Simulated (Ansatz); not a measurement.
# Au (Fm-3m) in Ansatz: reference runs

Aim: a first look at Au with PBE, on the cell as given and on a disturbed one.

All numbers are computed with Ansatz 0.2.0; they aren't measurements. Logs are shortened: lines on timing, memory, paths and dates and some standing lists are left out, and cuts for length are marked.

### 1 The crystal as given

Symmetry: Fm-3m, No. 225, cubic system. The conventional cell has a = 4.070 Å, b = 4.070 Å, c = 4.070 Å, α = 90.00°, β = 90.00°, γ = 90.00°. Au (site symmetry m-3m) is surrounded by 12 Au at 2.88 Å.

### 2 Single point, PBE

input.yaml reads:

```yaml
crystal:
  lattice:
    - [0.0, 2.035, 2.035]
    - [2.035, 0.0, 2.035]
    - [2.035, 2.035, 0.0]
  atoms:
    - { symbol: Au, position: [0.0, 0.0, 0.0] }
hamiltonian:
  xc: pbe
  pseudopotentials: { kind: paw }
kpoints:
  mp_grid: { grid: [11, 11, 11] }
scf:
  occupations: { method: fermi_dirac, width: 0.05 }
output:
  forces: true
  stress: true
  eigenvalues: true
  write_density: true
  write_potential: true
  elf: true
  volumetric_format: npy
```

Potentials or basis: Ansatz PAW.

Started as:

```sh
ansatz run input.yaml --threads 1 --pin off --max-ram 2560MiB --backend cpu --events-out ev --progress --plain --runs-dir out
```

Output:

```text
Warning: RAYON_NUM_THREADS=1 ignored (pool sized by the plan → 1); use --threads N
Engine: ansatz 0.2.0, aarch64-unknown-linux-gnu
Pseudopotentials: kind: paw
Pseudopotential: Au, paw, valence charge 19, recommended cutoff 420 eV (normal), Au.paw.azcp
Functional definition: PBE
  parameter kappa = 0.804
  parameter beta = 0.06672455060314922
  exchange = pbe_x(kappa = kappa, mu = beta*pi^2/3)
  correlation = pbe_c(beta = beta)
Crystal: 1 atoms, lattice volume = 16.855 Å³
Basis set: ecut = 420 eV, 331 PW (Γ), exchange–correlation on 40×40×40 points (8 copies of the dense FFT grid, shifted against one another)
Bands: 14, of which v1, the nominal top of the filled ones, is band 10 counted from 1 (9 counted from 0)
Symmetry: 48 space group operations
Space group: Fm-3m (ITA 225), of the structure as read, at distance tolerance 2.6e-5 Å
k-points: 56 of 1331
Non-local potential: Au, projectors of the file, l = 0: 3, l = 1: 2, l = 2: 2, l = 3: 1
PAW form: soft (Blöchl's): semilocal exchange-correlation on the pseudo side does not see the compensation charge
PAW one-centre angular grid: Au, 590 points (default); XC on 64 Gauss nodes
Initial density: superposition of atomic densities (neutral atoms: chi_scale 0, normalization atom), corrected by the library's trained network
Initial wavefunctions: pseudopotential atomic-orbital guess
Functional: x = pbe(κ = 0.804, μ = 0.2195149727645171), c = pbe(β = 0.06672455060314922)
SCF iter   1: F=—  HF=-13149.301606 eV  |F-HF|=—  |Δ(HF+E_count)|=         —  Δρ=1.66e-3  dr2=1.26e-4  ethr=1.77e-3  ⟨swp⟩=4.7  Hψ=4035  notcnv=0
preconditioner: auto → none  [insulator: Δε(μ)=0.246 eV  Ē_g=16.169 eV  σ=0.050 eV  W_gap=0.83  n_scr=8 (ndim 8)  ℏωp=30.0 eV  f_vac=0.000  D(μ)=0.14/eV (n_scr^D=0)  ε∞_Penn≈4.4]
SCF iter   2: F=—  HF=-13149.301988 eV  |F-HF|=—  |Δ(HF+E_count)|=   3.82e-4  Δρ=8.49e-4  dr2=2.85e-5  ethr=6.65e-7  ⟨swp⟩=2.8  Hψ=1748  notcnv=0
SCF iter   3: F=—  HF=-13149.302070 eV  |F-HF|=—  |Δ(HF+E_count)|=   8.22e-5  Δρ=2.32e-4  dr2=7.28e-6  ethr=1.50e-7  ⟨swp⟩=2.0  Hψ=1082  notcnv=0
iter 4 did not close the SCF: its close was put off for the readings that it lacked (scf_convergence_deferred on its scf_iter line)
SCF iter   4: F=-13149.302070 eV  HF=-13149.302070 eV  |F-HF|=5.28e-8  |Δ(HF+E_count)|=   4.77e-7  Δρ=2.48e-5  dr2=2.48e-8  ethr=3.83e-8  ⟨swp⟩=2.0  Hψ=1056  notcnv=0
iter 5 did not close the SCF: its close was put off for the readings that it lacked (scf_convergence_deferred on its scf_iter line)
SCF iter   5: F=-13149.302070 eV  HF=-13149.302070 eV  |F-HF|=1.06e-9  |Δ(HF+E_count)|=   5.59e-8  Δρ=3.85e-6  dr2=8.03e-10  ethr=1.30e-10  ⟨swp⟩=2.0  Hψ=1291  notcnv=0
SCF iter   6: F=-13149.302070 eV  HF=-13149.302070 eV  |F-HF|=9.09e-12  |Δ(HF+E_count)|=   1.25e-9  Δρ=9.21e-7  dr2=6.02e-11  ethr=4.22e-12  ⟨swp⟩=4.8  Hψ=3639  notcnv=0
SCF 1 converged in 6 iterations: F = -13149.302070 eV  dr2 = 6.02e-11
SCF converged after 6 iterations
Free energy (F): -13149.302070 eV
Harris-Foulkes:  -13149.302070 eV  (|F-HF|=9.09e-12)
Internal energy: -13149.300674 eV  (E = F + TS)
E sigma→0 (E₀):  -13149.301372 eV
Entropy (-TS):   -0.001396 eV (-1.396 meV/atom)
Fermi energy:    20.981246 eV
--- Per-component energies (eV) ---
  E_band       = -201.696057
  E_kinetic    = 605.466710
  E_local      = -1687.790784  (includes V_loc(G=0)·N_el)
  E_nonlocal   = 74.217341
  E_hartree    = 721.813653
  E_xc         = -228.360189
  E_vxc        = -275.727763  (∫ρ·V_xc dr)
  E_paw        = -9706.717669  (= ΣΔE_a)
  E_vpaw       = -361.490673  (= ΣTr[D̂ρ^β])
  E_aug_tail   = 0.001496  (compensation charges beyond the density's cutoff)
  E_ewald      = -2927.931232
  E_smearing   = -0.001396  (= −TS)
  E_closure    = 0.000000  (closes the sum)
  Σ components = -13149.302070   (vs F -13149.302070, Δ=0.00e0)
--- Forces (eV/Å), atoms counted from 1 ---
  atom   1  Au     0.00000000     0.00000000    -0.00000000
  max |Σ_I F_I| component: 3.29e-32 eV/Å
--- Stress (GPa, compression-positive) ---
       10.792241       0.000000       0.000000
       -0.000000      10.792241       0.000000
        0.000000      -0.000000      10.792241
  P = ⅓ Tr σ = 10.7922 GPa (107.922 kbar)
--- Band table (eV; the first three rows and the last of 56) ---
  k-point 0: bands = ["-84.5328", "-35.8811", "-35.8811", "-35.8811", "10.9674", "16.2016", "16.2016", "16.2016", "17.7507", "17.7507", "35.4092", "39.4680", "39.4680", "39.4680"]
  k-point 1: bands = ["-84.5318", "-35.8995", "-35.8839", "-35.8839", "11.2571", "16.1099", "16.2986", "16.2986", "17.7096", "17.7096", "35.7334", "37.8637", "39.8145", "39.8145"]
  k-point 2: bands = ["-84.5291", "-35.9486", "-35.8913", "-35.8913", "12.0510", "15.9606", "16.4734", "16.4734", "17.7132", "17.7132", "34.7177", "36.5713", "40.6682", "40.6682"]
  k-point 55: bands = ["-84.5162", "-36.0415", "-36.0292", "-35.9657", "14.8935", "15.4318", "16.0196", "17.6390", "19.2088", "25.2320", "26.9170", "27.9090", "31.0944", "42.1494"]
```

Run time: 1.1 s. Hardware: 1 thread of Arm Neoverse V1, shared host; peak memory 0.26 GiB.

Results:

```yaml
Free_energy: -13149.3021 eV
Pressure: 10.8 GPa
Band_gap_on_the_k_mesh: none (metal or under the smearing width)
```

Levels at points of the mesh, in eV from the Fermi level:
| k point | band 6 | band 7 | band 8 | band 9 | band 10 | band 11 | band 12 | band 13 | band 14 |
| --- | --- | --- | --- | --- | --- | --- | --- | --- | --- |
| (0.00, 0.00, 0.00) | -4.78 | -4.78 | -4.78 | -3.23 | -3.23 | 14.43 | 18.49 | 18.49 | 18.49 |

Spin-orbit coupling is left out, which matters for the levels of Au.

### 3 Single point, PBE (cell strained at random at fixed volume)

Edit input.yaml of step 2 so:

```diff
@@ -2,7 +2,7 @@
   lattice:
-    - [0.0, 2.035, 2.035]
-    - [2.035, 0.0, 2.035]
-    - [2.035, 2.035, 0.0]
+    - [0.059518, 2.032784, 2.023902]
+    - [2.062843, 0.030146, 2.053275]
+    - [2.074132, 2.073445, 0.018857]
   atoms:
-    - { symbol: Au, position: [0.0, 0.0, 0.0] }
+    - { symbol: Au, position: [-0.001896, -0.004175, 0.01853] }
 hamiltonian:
```

Potentials or basis: Ansatz PAW.

Started as:

```sh
ansatz run input.yaml --threads 1 --pin off --max-ram 2560MiB --backend cpu --events-out ev --progress --plain --runs-dir out
```

Run time: 11 s. Hardware: 1 thread of Arm Neoverse V1, shared host; peak memory 0.41 GiB.

The run converged. Its results:

```yaml
Free_energy: -13149.2957 eV
Pressure: 11.0 GPa
Band_gap_on_the_k_mesh: none (metal or under the smearing width)
```

Stress tensor (GPa, compression positive):
```
11.13 -2.20 -1.61
-2.20 10.97  0.26
-1.61  0.26 10.91
```

Levels at points of the mesh, in eV from the Fermi level:
| k point | band 7 | band 8 | band 9 | band 10 | band 11 | band 12 | band 13 | band 14 |
| --- | --- | --- | --- | --- | --- | --- | --- | --- |
| (0.00, 0.00, 0.00) | -4.81 | -4.56 | -3.23 | -3.18 | 14.40 | 17.87 | 18.47 | 19.24 |

Spin-orbit coupling is left out, which matters for the levels of Au.
